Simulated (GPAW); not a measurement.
PtSe2 (Sudovikovite):

```xyz
3
Lattice="3.7240 0.0000 0.0000 -1.8620 3.2251 0.0000 0.0000 0.0000 5.0620" Properties=species:S:1:pos:R:3 pbc="T T T"
Pt    0.0000    0.0000    0.0000
Se    1.8620    1.0750    3.7965
Se    0.0000    2.1501    1.2655
```

Base run:

* Program: GPAW 26.7.0
* Functional: BP86
* Potentials or basis: PAW data sets generated in the run's folder for this functional
* Cutoff: 600 eV
* Basis: pw
* k mesh: 6 × 6 × 4
* Occupations: fermi-dirac, width 0.05 eV
* Spin: spin-orbit coupling, no magnetisation

Its results: pressure 8.2 GPa; largest force 0.671 eV/Å.

The run is repeated on the same cell with these changes: functional from BP86 to OLYP; spin axis phi (degrees) from 45 to 0. What comes out?

Pressure 6.9 GPa; largest force 0.186 eV/Å.

Caveats: spin-orbit coupling was added after a scalar SCF, so levels and gaps hold it while energy, forces, pressure and moments don't.
